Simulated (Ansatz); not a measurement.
Set up this calculation in Ansatz 0.2.0, as the native input.

* Task: electrostatic potential
* Functional: PBE
* Dispersion: D3(BJ)
* Potentials or basis: PseudoDojo standard (PBE files)
* Cutoff: 1061 eV
* Density cutoff: 4245 eV
* k mesh: 8 × 8 × 8
* Occupations: fermi-dirac, width 0.1 eV
* Spin: non-collinear spin, ferrimagnetic start, spin-orbit coupling
* Starting moments: [[0.289, 0.289, 0.289], [-0.144, -0.144, -0.144]] μB

Ge:

```
Ge
1.0
     0.00000    2.82891    2.82891
     2.82891    0.00000    2.82891
     2.82891    2.82891    0.00000
Ge
2
Direct
  0.75000 0.75000 0.75000
  0.50000 0.50000 0.50000
```

One way to write it, as run:

input.yaml

```yaml
crystal:
  lattice:
    - [0.0, 2.82891, 2.82891]
    - [2.82891, 0.0, 2.82891]
    - [2.82891, 2.82891, 0.0]
  atoms:
    - { symbol: Ge, position: [0.75, 0.75, 0.75], spin: 0.501, spin_axis: [0.289, 0.289, 0.289] }
    - { symbol: Ge, position: [0.5, 0.5, 0.5], spin: 0.249, spin_axis: [-0.144, -0.144, -0.144] }
hamiltonian:
  xc: pbe
  pseudopotentials: { kind: nc_fr, accuracy: standard }
  dispersion: d3bj
magnetization:
  noncollinear: true
  spin_orbit: true
kpoints:
  mp_grid: { grid: [8, 8, 8] }
scf:
  occupations: { method: fermi_dirac, width: 0.1 }
output:
  forces: true
  stress: true
  eigenvalues: true
  write_density: true
  write_potential: true
  elf: true
  volumetric_format: npy
```

Potentials or basis: PseudoDojo standard (PBE files).

The run is started by

```bash
$ ansatz run input.yaml --threads 1 --pin off --max-ram 2560MiB --backend cpu --events-out ev --progress --plain --runs-dir out
```

It gave:

```
Pressure               : 1.7 GPa
Band gap on the k mesh : none (metal or under the smearing width)
Net moment             : 0.00 μB per cell
Absolute moment        : 0.00 μB per cell
```

Caveat: pairwise dispersion overbinds metals, which lowers pressure and volume; this crystal is a semiconductor, whose small gap the functional closes, so the metal is an error of the method; the starting moments weren't kept; the thresholds are loose for stress.

Run time: 4.3 min on 1 thread of Arm Neoverse V1, with other jobs on the host, peak memory 0.96 GiB.
